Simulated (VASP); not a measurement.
# BP (strained zincblende), PBE single-point calculation: Ansatz's output and VASP's

```yaml
crystal:
  lattice:
    - [0.00000, 2.29100, 2.29100]
    - [2.29100, 0.00000, 2.29100]
    - [2.29100, 2.29100, 0.00000]
  atoms:
    - { symbol: B, position: [0.00000, 0.00000, 0.00000] }
    - { symbol: P, position: [0.25000, 0.25000, 0.25000] }
```

Ansatz printed

```
SCF 1 converged in 6 iterations: F = -912.441293 eV  dr2 = 8.19e-8
  greatest PAW one-centre occupation: 0.773 electrons in one spin orbital (limit 2), on the P atom at site 1 (counted from 0), in its partial waves of l = 0
NSCF: frozen V_eff on 7 k-points
SCF converged after 6 iterations
Free energy (F): -912.441293 eV
Harris-Foulkes:  -912.441293 eV  (|F-HF|=5.97e-8)
Internal energy: -912.441293 eV  (E = F + TS)
E sigma→0 (E₀):  -912.441293 eV
Fermi energy:    9.507243 eV
--- Per-component energies (eV) ---
  E_band       = 19.946553
  E_kinetic    = 120.274322
  E_local      = -69.966564  (includes V_loc(G=0)·N_el)
  E_nonlocal   = 44.848050
  E_hartree    = 17.420336
  E_xc         = -94.377202
  E_vxc        = -99.904080  (∫ρ·V_xc dr)
  E_paw        = -647.890087  (= ΣΔE_a)
  E_vpaw       = -10.146227  (= ΣTr[D̂ρ^β])
  E_aug_tail   = 0.000000  (compensation charges beyond the density's cutoff)
  E_ewald      = -282.750147
  E_smearing   = -0.000000  (= −TS)
  E_closure    = 0.000000  (closes the sum)
  Σ components = -912.441293   (vs F -912.441293, Δ=0.00e0)
--- Forces (eV/Å), atoms counted from 1 ---
  atom   1  B      0.00000000    -0.00000000     0.00000000
  atom   2  P     -0.00000000     0.00000000     0.00000000
  max |Σ_I F_I| component: 1.85e-16 eV/Å
--- Stress (GPa, compression-positive) ---
       -3.424020      -0.000000       0.000000
        0.000000      -3.424020       0.000000
       -0.000000       0.000000      -3.424020
  P = ⅓ Tr σ = -3.4240 GPa (-34.240 kbar)
--- Band table (eV; the first three rows and the last of 47) ---
  k-point 0: bands = ["-6.3278", "8.8732", "8.8732", "8.8732", "12.2359", "12.2359", "12.2359", "15.8084"]
  k-point 1: bands = ["-6.1520", "7.5931", "8.5864", "8.5864", "12.6318", "12.6318", "12.6393", "16.3595"]
  k-point 2: bands = ["-5.6318", "5.2952", "8.0403", "8.0403", "12.7825", "13.3374", "13.3374", "17.6132"]
  k-point 46: bands = ["-1.4012", "0.8727", "3.5051", "3.6769", "13.4730", "14.2104", "16.9358", "17.3716"]
```

The two codes use different PAW datasets and cutoffs. VASP's cell holds 8 valence electrons and Ansatz's 8. Ansatz's stress includes a Pulay correction; VASP's doesn't.

**Question.** What does VASP give for the same cell and level of theory?

**Answer.** gap between bands v and c 1.28 eV; least direct gap 3.36 eV; pressure -3.6 GPa.

From OUTCAR

```
k-points           NKPTS =     47   k-points in BZ     NKDIM =     47   number of bands    NBANDS=     11

   NELECT =       8.0000    total number of electrons

   dimension x,y,z NGX =    24 NGY =   24 NGZ =   24
   dimension x,y,z NGXF=    48 NGYF=   48 NGZF=   48

  energy-cutoff  :      520.00
  volume of cell :       24.05
      direct lattice vectors                 reciprocal lattice vectors
     0.000000000  2.290998826  2.290998826    -0.218245420  0.218245420  0.218245420
     2.290998826  0.000000000  2.290998826     0.218245420 -0.218245420  0.218245420
     2.290998826  2.290998826  0.000000000     0.218245420  0.218245420 -0.218245420

 k-points in reciprocal lattice and weights: KPOINTS created by Atomic Simulation Env
   0.00000000  0.00000000  0.00000000       0.001
   0.10000000  0.00000000  0.00000000       0.008
   0.20000000  0.00000000  0.00000000       0.008
   0.30000000  0.00000000  0.00000000       0.008
   0.40000000  0.00000000  0.00000000       0.008
   0.50000000  0.00000000  0.00000000       0.004
   0.10000000  0.10000000  0.00000000       0.006
   0.20000000  0.10000000  0.00000000       0.024
   ...

 E-fermi :   7.5428

 k-point     1 :       0.0000    0.0000    0.0000
  band No.  band energies     occupation
      1      -8.1106      2.00000
      2       7.0937      2.00000
      3       7.0937      2.00000
      4       7.0937      2.00000
      5      10.4534      0.00000
      6      10.4534      0.00000
      7      10.4534      0.00000
      8      14.0313      0.00000
      9      18.4152      0.00000
     10      19.1412      0.00000
     11      19.1412      0.00000

 k-point     2 :       0.1000    0.0000    0.0000
  band No.  band energies     occupation
      1      -7.9348      2.00000
      2       5.8119      2.00000
      3       6.8065      2.00000
      4       6.8065      2.00000
      5      10.8510      0.00000
      6      10.8510      0.00000
      7      10.8603      0.00000
      8      14.5825      0.00000
      9      18.4756      0.00000
     10      18.4756      0.00000
     11      18.9688      0.00000

 k-point     3 :       0.2000    0.0000    0.0000
  band No.  band energies     occupation
      1      -7.4143      2.00000
      2       3.5129      2.00000
      3       6.2598      2.00000
      4       6.2598      2.00000
      5      11.0060      0.00000
      6      11.5592      0.00000
      7      11.5592      0.00000
      8      15.8367      0.00000
      9      17.8856      0.00000
     10      17.8856      0.00000
     11      19.8190      0.00000

 k-point     4 :       0.3000    0.0000    0.0000
  band No.  band energies     occupation
      1      -6.5801      2.00000
      2       1.2034      2.00000
      3       5.7798      2.00000
      4       5.7798      2.00000
      5      10.8823      0.00000
      6      11.9020      0.00000
      7      11.9020      0.00000
      8      16.8639      0.00000
      9      18.4313      0.00000
     10      18.4313      0.00000
     11      20.0410      0.00000

 k-point     5 :       0.4000    0.0000    0.0000
  band No.  band energies     occupation
      1      -5.5483      2.00000
      2      -0.7638      2.00000
      3       5.4750      2.00000
      4       5.4750      2.00000
      5      10.7533      0.00000
      6      11.8550      0.00000
      7      11.8550      0.00000
      8      17.1366      0.00000
      9      20.0657      0.00000
     10      20.0657      0.00000
     11      20.8965      0.00000

 k-point     6 :       0.5000    0.0000    0.0000
  band No.  band energies     occupation
      1      -4.8965      2.00000
      2      -1.7340      2.00000
      3       5.3719      2.00000
      4       5.3719      2.00000
      5      10.7044      0.00000
      6      11.7885      0.00000
      7      11.7885      0.00000
      8      17.1198      0.00000
      9      21.5341      0.00000
     10      21.5341      0.00000
     11      21.6474      0.00000

 k-point     7 :       0.1000    0.1000    0.0000
  band No.  band energies     occupation
      1      -7.8760      2.00000
      2       6.2757      2.00000
      3       6.2757      2.00000
      4       6.2919      2.00000
      5      10.0366      0.00000
      6      11.5309      0.00000
      7      11.5309      0.00000
      8      14.4673      0.00000
      9      17.5797      0.00000
     10      19.1778      0.00000
     11      19.3963      0.00000

 k-point     8 :       0.2000    0.1000    0.0000
  band No.  band energies     occupation
      1      -7.4697      2.00000
      2       4.2978      2.00000
      3       5.6616      2.00000
      4       6.0946      2.00000
      5      10.1992      0.00000
      6      12.0990      0.00000
      7      12.4144      0.00000
      8      14.5898      0.00000
      9      17.5009      0.00000
     10      19.2205      0.00000
     11      20.1635      0.00000

 ...

  Total       -0.5455064     -0.5455064     -0.5455064      0.0000000     -0.0000000      0.0000000
  in kB      -36.3417500    -36.3417500    -36.3417500      0.0000000     -0.0000000      0.0000000
  external PRESSURE =     -36.3417500 kB  Pullay stress =       0.0000000 kB

 POSITION                                       TOTAL-FORCE (eV/Angst)
 -----------------------------------------------------------------------------------
      0.00000      0.00000      0.00000        -0.000000     -0.000000     -0.000000
      1.14550      1.14550      1.14550         0.000000      0.000000      0.000000
 -----------------------------------------------------------------------------------
    total drift:                                0.000000      0.000000      0.000000

  FREE ENERGIE OF THE ION-ELECTRON SYSTEM (eV)
  ---------------------------------------------------
  free  energy   TOTEN  =       -12.9247158290 eV

  energy  without entropy=      -12.9247158290  energy(sigma->0) =      -12.92471583
```
